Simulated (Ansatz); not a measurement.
W:

```
W
1.0
     2.80966    0.00000    0.00000
     0.00000    4.86387    0.00000
     0.00000    0.00000    4.92370
W
4
Cartesian
  2.2285 4.5567 3.6928
  0.5811 2.1247 3.6928
  0.5811 0.3072 1.2309
  2.2285 2.7391 1.2309
```

This isn't the form of W at room conditions, which is bcc.

Base run:

- Program: Ansatz 0.2.0
- Functional: PBEsol
- Potentials or basis: all-electron LAPW, non-relativistic
- Cutoff: 271 eV
- Density cutoff: 1083 eV
- Basis error allowed: 0.002 eV/atom
- k mesh: 9 × 6 × 6
- Occupations: fermi-dirac, width 0.05 eV
- Spin: no spin polarisation

Its results: pressure 2.8 GPa; largest force 0.201 eV/Å.

Q: The run is repeated on the same cell with these changes: potentials or basis from all-electron LAPW, non-relativistic to all-electron PAW datasets made for the crystal. What comes out?

A: Pressure -10.6 GPa; largest force 0.070 eV/Å.

Caveats: relativity is left out, which matters for the heavier elements (some runs).

Not every run made on this cell is shown here.
